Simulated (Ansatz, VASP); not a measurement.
# Cross-check of MgAu between VASP and Ansatz, part 2 of 2

Wanted: the spread between two codes on one cell, functional and k mesh. The cell is taken from a series of runs on this material, whose earlier steps may have relaxed, scaled, displaced or heated it; both programs get it as it stands.

VASP 6.6.1 and Ansatz 0.2.0.

So far: The starting structure; VASP: relaxation of cell and atoms, r2SCAN; Ansatz: relaxation of cell and atoms, r2SCAN; Comparison.

## 5. VASP: relaxation of cell and atoms, r2SCAN with rVV10

Level of this step: r2SCAN with rVV10; plane waves and PAW (Mg, Au) (VASP).

The relaxed volume is the usual yardstick between codes: in a stiff, nearly cubic crystal its relative difference is about their pressure difference at one cell divided by the bulk modulus.

File INCAR:

```
SYSTEM = MgAu
PREC = Accurate
ENCUT = 660
EDIFF = 1E-07
NELM = 120
ISMEAR = 0
SIGMA = 0.1
LREAL = .FALSE.
ALGO = Normal
METAGGA = R2SCAN
LUSE_VDW = .TRUE.
IVDW_NL = 2
BPARAM = 11.95
CPARAM = 0.0093
LASPH = .TRUE.
NBANDS = 12
LORBIT = 11
LWAVE = .FALSE.
LCHARG = .FALSE.
ISIF = 3
IBRION = 2
NSW = 80
EDIFFG = -0.005
GGA_COMPAT = .FALSE.
NELMIN = 4
LMIXTAU = .TRUE.
KPAR = 2
```

File POSCAR:

```
MgAu
1.0
    3.2590000000      0.0000000000      0.0000000000
    0.0000000000      3.2590000000      0.0000000000
    0.0000000000      0.0000000000      3.2590000000
Mg Au
1 1
Direct
    0.5000000000      0.5000000000      0.5000000000
    0.0000000000      0.0000000000      0.0000000000
```

File KPOINTS:

```
Automatic mesh
0
Gamma
12 12 12
0 0 0
```

PAW data sets: Mg and Au (PBE family, release 64).

The run is started by

```console
> mpirun -np 2 vasp_std
```

Numbers of over 12 decimals in the logs are rounded to 6 here.

Log:

```text
[banner, memory and clock lines left out]
running    2 mpi-ranks, on    1 nodes
[...]
|                                                                             |
|               ----> ADVICE to this user running VASP <----                  |
|                                                                             |
|     You have switched on vdW-DFT.                                           |
|     This routine was written and supplied by Jiri Klimes. We recommend      |
|     that you carefully read and cite the following publications:            |
|       J. Klimes, D.R. Bowler, A. Michelides                                 |
|          J. Phys.: Cond Matt. 22 022201 (2010)                              |
|       J. Klimes, D.R. Bowler, A. Michelides                                 |
|          Phys. Rev. B. 83, 195131 (2011)                                    |
|     and references therein.                                                 |
|                                                                             |

[...]
DAV:   3    -0.556358265884E+02   -0.51085E-05   -0.11694E-05  2116   0.312E-02    0.246E-02
Total rVV10 correction in eV:      0.3568801    18.1705355
Total rVV10 correction in eV:      0.3568801    18.1705355
DAV:   4    -0.556358069879E+02    0.19601E-04   -0.19686E-05  2124   0.318E-02    0.342E-03
Total rVV10 correction in eV:      0.3568806    18.1705355
Total rVV10 correction in eV:      0.3568806    18.1705355
DAV:   5    -0.556358227945E+02   -0.15807E-04   -0.14123E-05  2072   0.304E-02    0.159E-03
Total rVV10 correction in eV:      0.3568791    18.1705355
Total rVV10 correction in eV:      0.3568791    18.1705355
DAV:   6    -0.556358251777E+02   -0.23831E-05   -0.15089E-06  2060   0.962E-03    0.497E-04
Total rVV10 correction in eV:      0.3568795    18.1705355
Total rVV10 correction in eV:      0.3568795    18.1705355
DAV:   7    -0.556358252283E+02   -0.50646E-07   -0.14531E-08  1092   0.995E-04
Total rVV10 correction in eV:      0.3568810    18.1705355
Total rVV10 correction in eV:      0.3568810    18.1705355
Total rVV10 correction in eV:      0.3568799    18.1705355
Total rVV10 correction in eV:      0.3568799    18.1705355
   3 F= -.55635825E+02 E0= -.55634390E+02  d E =-.116051E-03
[...]
reached required accuracy - stopping structural energy minimisation
```

From OUTCAR (step 5):

```text
  Total        0.0039870      0.0039870      0.0039870      0.0000000      0.0000000     -0.0000000
  in kB        0.1851721      0.1851721      0.1851721      0.0000000      0.0000000     -0.0000000
  external PRESSURE =       0.1851721 kB  Pullay stress =       0.0000000 kB

 POSITION                                       TOTAL-FORCE (eV/Angst)
 -----------------------------------------------------------------------------------
      1.62766      1.62766      1.62766        -0.000000      0.000000      0.000000
      0.00000      0.00000      0.00000         0.000000      0.000000      0.000000
 -----------------------------------------------------------------------------------
    total drift:                               -0.000000     -0.000000     -0.000000

  FREE ENERGIE OF THE ION-ELECTRON SYSTEM (eV)
  ---------------------------------------------------
  free  energy   TOTEN  =       -55.6358252283 eV

  energy  without entropy=      -55.6329554884  energy(sigma->0) =      -55.63439036

[... 2 parts as in an earlier step ...]

[... 2 further parts left out ...]
[key lines of the parts left out:]
E-fermi :   6.7655
```

## 6. Ansatz: relaxation of cell and atoms, r2SCAN with rVV10

The same cell, functional, mesh and smearing now go to Ansatz, which takes its cutoff from its data sets.

The cell is taken from a series of runs on this material, whose earlier steps may have relaxed, scaled, displaced or heated it; both programs get it as it stands.

File input.yaml:

```yaml
crystal:
  lattice:
    - [3.259, 0.0, 0.0]
    - [0.0, 3.259, 0.0]
    - [0.0, 0.0, 3.259]
  atoms:
    - { symbol: Mg, position: [0.5, 0.5, 0.5] }
    - { symbol: Au, position: [0.0, 0.0, 0.0] }
kpoints:
  mp_grid: { grid: [12, 12, 12] }
hamiltonian:
  xc: r2scan
  dispersion: rvv10
scf:
  occupations: { method: gaussian, width: 0.1 }
output:
  forces: true
  stress: true
  eigenvalues: true
relax:
  adjacent_minimum: "off"
  f_tol: 0.005
  max_steps: 60
  cell: { stress_tol: 0.03 }
```

The run is started by

```console
> ansatz run input.yaml --threads 4 --pin off --max-ram 8192MiB --backend cpu --events-out ev --progress --plain --runs-dir out
```

Log:

```text
[...]
Crystal: 2 atoms, lattice volume = 34.614 Å³
Basis set: ecut = 500 eV, 895 PW (Γ), exchange–correlation on 108×108×108 points (64 copies of the dense FFT grid, shifted against one another)
Bands: 19, of which v1, the nominal top of the filled ones, is band 15 counted from 1 (14 counted from 0)
Symmetry: 48 space group operations
[...]
k-points: 84 of 1728
[...]
k-point 83: bands = [... 11 lower, 10.8264, 10.8264, 16.3220, 16.3220, 16.3220, 17.0687, 19.9993, 20.7847]
--- Relaxed structure (3 steps of the walk, 3 accepted, 1 SCFs on fresh bases) ---
[...]
cell:  # Å, volume = 34.5251 Å³
    - [3.256203, 0, 0]
    - [0, 3.256203, 0.0]
    - [0, 0.0, 3.256203]
  atoms:
    - { symbol: Mg, position: [0.500000, 0.500000, 0.500000] }
    - { symbol: Au, position: [0, 0, 0] }
[key lines of the parts left out:]
SCF converged after 5 iterations
Free energy (F): -15087.627179 eV
Fermi energy:    14.259630 eV
P = ⅓ Tr σ = -0.0013 GPa (-0.013 kbar)
```

## 7. Side by side

What differs besides the data sets and the points named for the pairs above, as far as they apply: the data sets hold 29 valence electrons in Ansatz (on its default PAW (the set named soft_2) files) and 13 in VASP. Total energies have different zeros and are not compared.

Both answers:

| quantity | Ansatz | VASP | difference |
| --- | --- | --- | --- |
| volume (Å³) | 34.53 | 34.50 | +0.08 % |
| edge a after relaxation, in the typed setting (Å) | 3.256 | 3.255 | +0.03 % |

## 8. Summary of results

- difference in volume (relaxation of cell and atoms, r2SCAN): 0.45 %
- difference in volume (relaxation of cell and atoms, r2SCAN with rVV10): 0.082 %

What this shows: The difference in volume is 0.45 % (relaxation of cell and atoms, r2SCAN), within the 1.2 % picked in this series as the mark of a large difference, as far as the stopping tolerances let one tell. The data sets hold unlike numbers of valence electrons (29 in Ansatz and 13 in VASP), so part of the differences comes from the potentials. How closely two codes agree says nothing of how well the functional describes the real material.

[Lines on the potential files, build, host, timing and source positions are cut from VASP's logs without a mark.]

[Logs are printed without paths, hosts, clocks, repeated set-up lines and the standing remarks that a program may print on its own settings, such as how far it seeks lower states.]

[Hosts, paths, dates, database ids (printed as entryN), source tags and the programs' standing remarks are cut or masked in the printed files.]
